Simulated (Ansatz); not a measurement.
AlNi3: single point with PBEsol

The system is AlNi3.

```xyz
4
Lattice="3.5231 0.0000 0.0000 0.0000 3.5231 0.0000 0.0000 0.0000 3.5231" Properties=species:S:1:pos:R:3 pbc="T T T"
Ni    1.7615    1.7615    0.0000
Ni    1.7615    0.0000    1.7615
Ni    0.0000    1.7615    1.7615
Al    0.0000    0.0000    0.0000
```

The cell is a database's computed one.

```json
{"Program": "Ansatz 0.2.0", "Task": "single point", "Functional": "PBEsol", "Potentials or basis": "Ansatz PAW", "Cutoff": "420 eV (not typed: the program's choice for these potentials)", "k mesh": "6 × 6 × 6", "Occupations": "fermi-dirac, width 0.05 eV", "Spin": "collinear spin, ferrimagnetic start", "Starting moments": "[1.0, -0.5, 1.0, 0.0] μB"}
```

| Property | Result |
| --- | --- |
| Pressure | -0.6 GPa |
| Band gap on the k mesh | none (metal or under the smearing width) |
| Net moment | 0.67 μB per cell |
| Absolute moment | 0.82 μB per cell |
| Site moments | Ni +0.25; Al -0.02 μB |

Levels at points of the mesh, in eV from the Fermi level:
Spin up:
```
              k point  band 26  band 27  band 28  band 29  band 30  band 31  band 32  band 33
   (0.00, 0.00, 0.00)    -0.04    -0.04    -0.04     0.83     0.83     0.83     6.70     6.70
  (0.00, 0.00, -0.50)    -1.20    -1.06    -0.49    -0.04     5.62     5.62     5.66     5.66
  (0.00, -0.50, 0.00)    -1.20    -1.06    -0.49    -0.04     5.62     5.62     5.66     5.66
 (0.00, -0.50, -0.50)    -1.24    -0.99    -0.97    -0.58     0.91     0.91     8.26     8.26
 (-0.50, 0.00, -0.50)    -1.24    -0.99    -0.97    -0.58     0.91     0.91     8.26     8.26
(-0.50, -0.50, -0.50)    -1.08    -1.08    -0.33    -0.22    -0.22    -0.22     3.64     4.13
```
Spin down:
```
              k point  band 25  band 26  band 27  band 28  band 29  band 30  band 31  band 32
   (0.00, 0.00, 0.00)     0.03     0.35     0.35     0.35     0.80     0.80     0.80     6.79
  (0.00, 0.00, -0.50)    -0.96    -0.96    -0.84    -0.30     0.35     5.67     5.67     5.72
  (0.00, -0.50, 0.00)    -0.96    -0.96    -0.84    -0.30     0.35     5.67     5.67     5.72
 (0.00, -0.50, -0.50)    -1.15    -1.12    -0.78    -0.63    -0.44     1.17     1.17     8.31
 (-0.50, 0.00, -0.50)    -1.15    -1.11    -0.78    -0.63    -0.44     1.17     1.17     8.31
(-0.50, -0.50, -0.50)    -1.17    -0.89    -0.89    -0.34     0.12     0.12     0.12     3.73
```

Wall time 13 s on 2 threads of Arm Neoverse N1, with other jobs on the host, peak memory 0.44 GiB.

Caveat: the PAW data sets come from PBE, with cores solved anew for the run's functional, which leaves a small shift of forces and pressure; the starting moments weren't kept.
